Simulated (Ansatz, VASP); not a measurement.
Two plane-wave programs on Sb

File POSCAR:

```
Sb
1.0
    3.1600000000      0.0000000000      0.0000000000
    0.0000000000      3.1600000000      0.0000000000
    0.0000000000      0.0000000000      3.1600000000
Sb
1
Direct
    0.0000000000      0.0000000000      0.0000000000
```

INCAR.step1

```
SYSTEM = Sb
  PREC = Accurate
  ENCUT = 600
  EDIFF = 1E-5
  ISMEAR = -1
  SIGMA = 0.05
  LREAL = .FALSE.
  LASPH = .TRUE.
  NELM = 60
  ALGO = Normal
  LWAVE = .TRUE.
  LCHARG = .FALSE.
  GGA = PE
  NBANDS = 8
```

Contents of INCAR.step2:

```
SYSTEM = Sb
  PREC = Accurate
  ENCUT = 600
  EDIFF = 1E-7
  ISMEAR = -1
  SIGMA = 0.05
  LREAL = .FALSE.
  LASPH = .TRUE.
  NELM = 60
  ALGO = Normal
  ISIF = 3
  LWAVE = .FALSE.
  LCHARG = .FALSE.
  GGA = PE
  LHFCALC = .TRUE.
  AEXX = 0.25
  HFSCREEN = 0.3
  PRECFOCK = Normal
  IBRION = 2
  NSW = 60
  EDIFFG = -0.01
  ISTART = 1
```

Contents of KPOINTS:

```
regular mesh
0
G
  4 4 4
  0 0 0
```

File input:

```
crystal:
  lattice:
    - [3.16, 0.0, 0.0]
    - [0.0, 3.16, 0.0]
    - [0.0, 0.0, 3.16]
  atoms:
    - { symbol: Sb, position: [0.0, 0.0, 0.0] }
hamiltonian:
  xc: { exchange: pbe, correlation: pbe, exx: { coeff: 0.25, omega: 0.3 } }
  pseudopotentials: { kind: paw }
kpoints:
  mp_grid: { grid: [4, 4, 4] }
scf:
  occupations: { method: fermi_dirac, width: 0.05 }
output:
  forces: true
  stress: true
  eigenvalues: true
  write_density: true
  write_potential: true
  elf: true
  volumetric_format: npy
relax:
  f_tol: 0.01
  max_steps: 40
  cell: { stress_tol: 0.05 }
```

This isn't the form of Sb at room conditions, which is rhombohedral.

Alike in both runs: task relaxation of cell and atoms; functional PBE-based screened hybrid; k mesh 4 × 4 × 4; occupations fermi-dirac, width 0.05 eV; no spin polarisation.

|  | VASP | Ansatz |
| --- | --- | --- |
| version | VASP 6.6.1 | Ansatz 0.2.0 |
| potentials or method | VASP PAW PBE potentials, release 64 (Sb) | Ansatz PAW |
| plane-wave cutoff (eV) | 600 | 420 |
| valence electrons in the cell | 5 | 15 |

```csv
,VASP,Ansatz,Ansatz less VASP
"gap on the k mesh at the Fermi level, each at its own relaxed structure (eV)",none,none,-
relaxed volume (Å³/atom),28.13,28.58,+0.449
relaxed cell length with the largest relative difference (Å),3.041,3.057,+0.0161
energy change over the relaxation (meV/atom),-70,-52,+18.2
```

A gap of «none» marks a metal or a gap that the smearing closes. The two sets of potentials don't hold the same shells in valence.

Caveats: the k mesh is coarse (spacing up to 0.50 Å⁻¹), so the values aren't converged (VASP); the PAW data sets were made with another functional, which shifts forces and pressure a little (VASP); the volume moved by -11 % from the deposited cell, more than functionals usually miss (VASP); the k mesh is coarse (spacing up to 0.50 Å⁻¹), so the values aren't converged, least of all with exact exchange (Ansatz); the plane-wave basis is chosen anew once the cell has moved, so the energies of steps on either side of that aren't comparable (Ansatz); the PAW data sets come from PBE, with cores solved anew for the run's functional, which leaves a small shift of forces and pressure (Ansatz). Spin-orbit coupling is left out, which matters for the levels of Sb.
